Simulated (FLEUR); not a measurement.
The system is Sc.

```
Sc
1.0
     0.00000    2.26000    2.26000
     2.26000    0.00000    2.26000
     2.26000    2.26000    0.00000
Sc
1
Direct
  0.00000 0.00000 0.00000
```

This isn't the form of Sc at room conditions, which is hcp.

* Program: FLEUR MaX-R8.1 (later development tree)
* Task: single point
* Functional: PBE
* Potentials or basis: all-electron
* Basis: FLAPW
* Kmax: 4.1 1/bohr
* k mesh: 10 × 10 × 10
* Occupations: fermi-dirac, width 0.05 eV
* Spin: no spin polarisation
* Gmax: 12.7 1/bohr
* Muffin-tin radii: Sc 2.66 bohr
* lmax: Sc 11
* Local orbitals a species: Sc 5
* Max iterations: 60
* Mixing factor: 0.05
* Mixer: Anderson
* Mixer history: 15
* Density convergence: 1e-05 me/bohr^3

On this cell: band gap on the k mesh none (metal or under the smearing width).

The same run follows on a disturbed copy (cell strained at random at fixed volume):

```
Sc
1.0
    -0.01168    2.25030    2.29529
     2.24844   -0.02351    2.30712
     2.21212    2.22582    0.01281
Sc
1
Cartesian
  -0.0081 -0.0284 -0.0170
```

**Question.** What changes?

**Answer.** The energy (extrapolated to zero smearing) moves by +2.5 meV/atom; band gap on the k mesh none (metal or under the smearing width).
